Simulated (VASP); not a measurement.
# Li8F7 (a cell with a defect) in VASP: further runs, part 2 of 3

VASP 6.6.1.

### 4 Single point, PBE

INCAR

```
  PREC = Accurate
  ENCUT = 520
  EDIFF = 1E-6
  ISMEAR = -1
  SIGMA = 0.05
  LREAL = Auto
  LASPH = T
  NELM = 100
  ALGO = Normal
  ISIF = 2
  LWAVE = F
  LCHARG = T
  GGA = PE
  LELF = T
  LVHAR = T
  NBANDS = 50
```

KPOINTS

```
regular mesh
0
Gamma
  3 3 3
```

POSCAR

```
Li8F7
1.0
    0.0000000000      3.9860861000      3.9860861000
    3.9860861000      0.0000000000      3.9860861000
    3.9860861000      3.9860861000      0.0000000000
Li F
8 7
Direct
    0.0359731316     -0.0212298475      0.0108218937
    0.0019170434      0.0233799516      0.4995211970
   -0.0322863071      0.5241948989     -0.0117812307
    0.0019159145      0.4795036916      0.4995213224
    0.5018482917      0.0504867419     -0.0005432647
    0.5132066766     -0.0212195617      0.5335700099
    0.5018282219      0.4525432855     -0.0005618293
    0.4906201098      0.5241871218      0.4653303901
    0.2477282164      0.2514255776      0.2537453970
    0.2427739832      0.2692011595      0.7403964505
    0.5019620625      0.7513706239     -0.0004264835
    0.2427874049      0.7519465021      0.7404036004
    0.7610668520      0.2336587762      0.2586798113
    0.7561257897      0.2514344836      0.7453287324
    0.7610787685      0.7509144120      0.2586854559
```

Launch:

```
$ cat potpaw_PBE.64/Li_sv/POTCAR potpaw_PBE.64/F/POTCAR > POTCAR
$ mpirun -np 1 vasp_std > vasp.out
```

Wall time 1.7 min (1 thread of Intel Xeon Platinum 8488C (Sapphire Rapids), shared host); peak memory 0.26 GiB.

The run converged. Its results:

| Quantity | Value |
| --- | --- |
| Free energy | -66.3953 eV |
| Largest force | 0.031 eV/Å |
| Band gap on the k mesh | none (metal or under the smearing width) |

Forces in eV/Å, atoms in the order of the input:
```
Li   0.001 -0.002  0.000
Li   0.001 -0.003 -0.005
Li  -0.002  0.001  0.002
Li   0.002 -0.001  0.004
Li   0.018 -0.001  0.020
Li  -0.002 -0.001  0.002
Li  -0.018 -0.002 -0.025
Li   0.001  0.002  0.000
F    0.011  0.002 -0.011
F    0.005  0.011  0.007
F    0.002  0.001  0.001
F   -0.006  0.008 -0.006
F   -0.007 -0.006 -0.005
F   -0.010  0.001  0.009
F    0.005 -0.011  0.007
```

Levels at points of the mesh, in eV from the Fermi level:
```csv
k point,band 32,band 33,band 34,band 35,band 36,band 37,band 38,band 39,band 40,band 41
"(0.00, 0.00, 0.00)",-7.49,-7.45,-7.40,-7.37,-7.07,-0.86,1.85,2.81,3.76,4.21
```

Caveat: the k mesh is coarse (spacing up to 0.46 Å⁻¹), so the values aren't converged; the cutoff is under 1.25 times the usual one of these potentials, so pressure, stress and relaxed cells hold a basis-set (Pulay) error; an odd number of electrons without spin polarisation forces a metal; a magnetic or distorted state may lie lower.

### 5 Single point, PBE

INCAR

```
SYSTEM = Li8F7
  PREC = Accurate
  ENCUT = 520
  EDIFF = 1E-6
  ISMEAR = -1
  SIGMA = 0.05
  LREAL = Auto
  LASPH = .TRUE.
  NELM = 100
  ALGO = Normal
  ISIF = 2
  LWAVE = .FALSE.
  LCHARG = .FALSE.
  GGA = PE
  NBANDS = 50
```

KPOINTS

```
regular mesh
0
G
  3 3 3
  0 0 0
```

POSCAR

```
Li8F7
1.0
    0.0000000000      3.9860861000      3.9860861000
    3.9860861000      0.0000000000      3.9860861000
    3.9860861000      3.9860861000      0.0000000000
Li F
8 7
Direct
    0.0236557861     -0.0119686326      0.0045540913
    0.0056416242      0.0197095592      0.4955301894
   -0.0239412791      0.5194165274     -0.0106329866
    0.0056376103      0.4833839389      0.4955324472
    0.4992584079      0.0346121475      0.0018228407
    0.5117935109     -0.0162753634      0.5250295522
    0.4992482475      0.4685735464      0.0018069103
    0.4966203565      0.5151114272      0.4774230792
    0.2512334091      0.2515354598      0.2499582234
    0.2394318577      0.2674453018      0.7450438665
    0.6362175669      0.7515361999     -0.1350281922
    0.2394290981      0.7523432572      0.7450483822
    0.7561325632      0.2356395413      0.2617518723
    0.7549917198      0.2515402264      0.7461783126
    0.7561395877      0.7507393029      0.2617450988
```

Potentials or basis: VASP PAW PBE potentials, release 64 (Li_sv, F).

Launch:

```
$ cat potpaw_PBE.64/Li_sv/POTCAR potpaw_PBE.64/F/POTCAR > POTCAR
$ mpirun -np 1 vasp_std > vasp.out
```

OUTCAR:

```text
SYSTEM = Li8F7
   PREC = Accurate
   ENCUT = 520
   EDIFF = 1E-6
   ISMEAR = -1
   LREAL = Auto
   LASPH = .TRUE.
   NELM = 100
   ISIF = 2
   GGA = PE

 ion  position               nearest neighbor table
   1  0.024  0.988  0.005-  10 1.98  12 1.98  13 2.01  15 2.01  14 2.10
   2  0.006  0.020  0.496-   9 1.90  14 1.92  13 1.93  12 1.93
   3  0.976  0.519  0.989-  11 1.95  10 1.98  12 1.98  15 2.02  13 2.02   9 2.14
   4  0.006  0.483  0.496-   9 1.90  14 1.92  15 1.93  10 1.93
   5  0.499  0.035  0.002-  11 1.77   9 1.86  14 1.89  10 2.06  15 2.07   7 2.45
   6  0.512  0.984  0.525-  11 1.95  13 1.98  15 1.98  10 2.02  12 2.02   9 2.14
   7  0.499  0.469  0.002-  11 1.77   9 1.86  14 1.89  12 2.06  13 2.07   5 2.45
   8  0.497  0.515  0.477-  13 1.98  15 1.98  10 2.01  12 2.01  14 2.10
   9  0.251  0.252  0.250-   7 1.86   5 1.86   2 1.90   4 1.90   6 2.14   3 2.14
  10  0.239  0.267  0.745-   4 1.93   3 1.98   1 1.98   8 2.01   6 2.02   5 2.06
  11  0.636  0.752  0.865-   5 1.77   7 1.77   3 1.95   6 1.95
  12  0.239  0.752  0.745-   2 1.93   3 1.98   1 1.98   8 2.01   6 2.02   7 2.06
  13  0.756  0.236  0.262-   2 1.93   6 1.98   8 1.98   1 2.01   3 2.02   7 2.07
  14  0.755  0.252  0.746-   5 1.89   7 1.89   2 1.92   4 1.92   1 2.10   8 2.10
  15  0.756  0.751  0.262-   4 1.93   6 1.98   8 1.98   1 2.01   3 2.02   5 2.07

  LATTYP: Found a face centered cubic cell.
 ALAT       =     7.9721722000

  Lattice vectors:

 A1 = (   0.0000000000,   3.9860861000,   3.9860861000)
 A2 = (   3.9860861000,   0.0000000000,   3.9860861000)
 A3 = (   3.9860861000,   3.9860861000,   0.0000000000)

Analysis of symmetry for initial positions (statically):
=====================================================================
 Subroutine PRICEL returns:
 Original cell was already a primitive cell.

 Routine SETGRP: Setting up the symmetry group for a
 face centered cubic supercell.

 Subroutine GETGRP returns: Found  1 space group operations
 (whereof  1 operations were pure point group operations)
 out of a pool of 48 trial point group operations.

The static configuration has the point symmetry C_1 .

Analysis of symmetry for dynamics (positions and initial velocities):
=====================================================================
 Subroutine PRICEL returns:
 Original cell was already a primitive cell.

 Routine SETGRP: Setting up the symmetry group for a
 face centered cubic supercell.

 Subroutine GETGRP returns: Found  1 space group operations
 (whereof  1 operations were pure point group operations)
 out of a pool of 48 trial point group operations.

The dynamic configuration has the point symmetry C_1 .

 Subroutine INISYM returns: Found  1 space group operations
 (whereof  1 operations are pure point group operations),
 and found     1 'primitive' translations

----------------------------------------------------------------------------------------

                                     Primitive cell

  volume of cell :     126.6689

  direct lattice vectors                    reciprocal lattice vectors
     0.000000000  3.986086100  3.986086100    -0.125436327  0.125436327  0.125436327
     3.986086100  0.000000000  3.986086100     0.125436327 -0.125436327  0.125436327
     3.986086100  3.986086100  0.000000000     0.125436327  0.125436327 -0.125436327

[... 88 lines left out ...]
 SYSTEM =  Li8F7
   PREC   = accura    normal or accurate (medium, high low for compatibility)
   ISTART =      0    job   : 0-new  1-cont  2-samecut
   ICHARG =      2    charge: 1-file 2-atom 10-const
   ISPIN  =      1    spin polarized calculation?
   LNONCOLLINEAR =      F non collinear calculations
   LSORBIT =      F    spin-orbit coupling
   LASPH  =      T    aspherical Exc in radial PAW
   ENCUT  =  520.0 eV  38.22 Ry    6.18 a.u.  10.48 10.48 10.48*2*pi/ulx,y,z
   NELM   =    100;   NELMIN=  2; NELMDL= -5     # of ELM steps
   EDIFF  = 0.1E-05   stopping-criterion for ELM
   LREAL  =      T    real-space projection
   EDIFFG = 0.1E-04   stopping-criterion for IOM
   NSW    =      0    number of steps for IOM
   IBRION =     -1    ionic relax: 0-MD 1-quasi-New 2-CG
   NFREE  =      0    steps in history (QN), initial steepest desc. (CG)
   ISIF   =      2    stress and relaxation
   ISYM   =      2    0-nonsym 1-usesym 2-fastsym
   POTIM  = 0.5000    time-step for ionic-motion
   TEBEG  =    0.0;   TEEND  =   0.0 temperature during run
   PSTRESS=    0.0 pullay stress
   NELECT =      73.0000    total number of electrons
   NUPDOWN=      -1.0000    fix difference up-down
   EMIN   =  10.00;   EMAX   =-10.00  energy-range for DOS
   EFERMI =   0.00;   METHOD = LEGACY
   ISMEAR =    -1;   SIGMA  =   0.05  broadening in eV -4-tet -1-fermi 0-gaus
   EFERMI_NEDOS =   21; number of points for ismear=-14 and -15
   IALGO  =     38    algorithm
   IMIX   =      4    mixing-type and parameters
     AMIX     =   0.40;   BMIX     =  1.00
     AMIX_MAG =   1.60;   BMIX_MAG =  1.00
  volume/ion in A,a.u.               =       8.44        56.99
  Fermi-wavevector in a.u.,A,eV,Ry     =   1.362362  2.574490 25.252815  1.856030
  Thomas-Fermi vector in A             =   2.488858
   LORBIT       =      0    0 simple, 1 ext, 2 COOP (PROOUT), +10 PAW based schemes
   GGA     = PE    functional components
   LHFCALC =     F    Hartree Fock is set to
   AEXX    =    0.0000 exact exchange contribution
   IVDW    =     0    specifies the selected vdW correction
   LEPSILON=     F    determine dielectric tensor
   LRPA    =     F    only Hartree local field effects (RPA)
 non-spin polarized calculation
  energy-cutoff  :      520.00
  volume of cell :      126.67
 maximum number of plane-waves:      3479
 NGX is ok and might be reduce to    42
   NGX = 21   NGY = 21   NGZ = 21

 number of electron      72.9999997 magnetization

 Free energy of the ion-electron system (eV)
  ---------------------------------------------------
  ext. energy  EPLUGINS =         0.00000000
  ---------------------------------------------------
  free energy    TOTEN  =       -67.28703515 eV

  energy without entropy =      -67.27143213  energy(sigma->0) =      -67.27923364

 E-fermi :   5.6364     XC(G=0):  -9.8199

 val. band max:        5.6062829213   @ k =   0.3333   0.3333   0.0000
 cond. band min:       5.7904882203   @ k =  -0.3333   0.3333  -0.3333
 fundamental gap:      0.1842052990
 Fermi energy:         5.6364181111

 k-point     1 :       0.0000    0.0000    0.0000
  band No.  band energies     occupation
      1     -42.0915      2.00000
      2     -42.0668      2.00000
      3     -42.0354      2.00000
      4     -42.0298      2.00000
      5     -41.9703      2.00000
      6     -41.9525      2.00000
[... 703 lines left out ...]
     47      13.7968      0.00000
     48      14.5495      0.00000
 [bands above 48 left out]

------------------------ aborting loop because EDIFF is reached ----------------------------------------

  FORCE on cell =-STRESS in cart. coord.  units (eV):
  Direction    XX          YY          ZZ          XY          YZ          ZX
  --------------------------------------------------------------------------------------
  -------------------------------------------------------------------------------------
  Total        6.2259199      4.8262786      6.2349837      0.0015786      0.0017002      1.1653651
  in kB       78.7488258     61.0454003     78.8634704      0.0199671      0.0215054     14.7401726
  external PRESSURE =      72.8858988 kB  Pullay stress =       0.0000000 kB

 VOLUME and BASIS-vectors are now :
 -----------------------------------------------------------------------------
  energy-cutoff  :      520.00
  volume of cell :      126.67
      direct lattice vectors                 reciprocal lattice vectors
     0.000000000  3.986086100  3.986086100    -0.125436327  0.125436327  0.125436327
     3.986086100  0.000000000  3.986086100     0.125436327 -0.125436327  0.125436327
     3.986086100  3.986086100  0.000000000     0.125436327  0.125436327 -0.125436327

 POSITION                                       TOTAL-FORCE (eV/Angst)
 -----------------------------------------------------------------------------------
      3.95653      0.11245      4.03267         0.101036     -0.144214     -0.098427
      2.05379      1.99771      0.10105        -0.002181      0.000104     -0.070697
      6.01414      7.83436      5.96109         0.033320      0.083086     -0.033914
      3.90204      1.99771      1.94928         0.069557      0.000473      0.000774
      0.14523      1.99735      2.12805        -0.041871      0.000268     -0.221016
      6.01402      4.13287      5.96126         0.033439     -0.082052     -0.033691
      1.87498      1.99725      3.85782         0.220387      0.000849      0.039864
      3.95633      3.88262      4.03285         0.100014      0.144232     -0.097883
      1.99900      1.99779      2.00408         0.059413     -0.001138     -0.059547
      4.03587      3.92421      2.02046         0.086169      0.023720     -0.104123
      6.44354      5.98387      5.53171        -1.006649     -0.001032      1.006117
      5.96873      3.92421      3.95329         0.104600      0.021804     -0.082321
      1.98265      4.05737      3.95329         0.104537     -0.021319     -0.084291
      3.97699      5.98379      4.01212         0.055672     -0.000532     -0.055427
      4.03585      4.05738      6.00655         0.082556     -0.024249     -0.105418
 -----------------------------------------------------------------------------------
    total drift:                                0.000289      0.000536      0.004513

  FREE ENERGIE OF THE ION-ELECTRON SYSTEM (eV)
  ---------------------------------------------------
  free  energy   TOTEN  =       -67.2870351542 eV

  energy  without entropy=      -67.2714321259  energy(sigma->0) =      -67.27923364
```

Run time: 99 s. Hardware: 1 thread of Intel Xeon Platinum 8488C (Sapphire Rapids), shared host; peak memory 0.26 GiB.

What came out:

| Property | Result |
| --- | --- |
| Free energy | -67.2870 eV |
| Largest force | 1.423 eV/Å |
| Band gap on the k mesh | none (metal or under the smearing width) |

Forces in eV/Å, atoms in the order of the input:
```
Li   0.101 -0.144 -0.098
Li  -0.002  0.000 -0.071
Li   0.033  0.083 -0.034
Li   0.070  0.000  0.001
Li  -0.042  0.000 -0.221
Li   0.033 -0.082 -0.034
Li   0.220  0.001  0.040
Li   0.100  0.144 -0.098
F    0.059 -0.001 -0.060
F    0.086  0.024 -0.104
F   -1.007 -0.001  1.006
F    0.105  0.022 -0.082
F    0.105 -0.021 -0.084
F    0.056 -0.001 -0.055
F    0.083 -0.024 -0.105
```

Caveat: the k mesh is coarse (spacing up to 0.46 Å⁻¹), so the values aren't converged; the cutoff is under 1.25 times the usual one of these potentials, so pressure, stress and relaxed cells hold a basis-set (Pulay) error; an odd number of electrons without spin polarisation forces a metal; a magnetic or distorted state may lie lower.

(Part 2 of 3 ends here.)
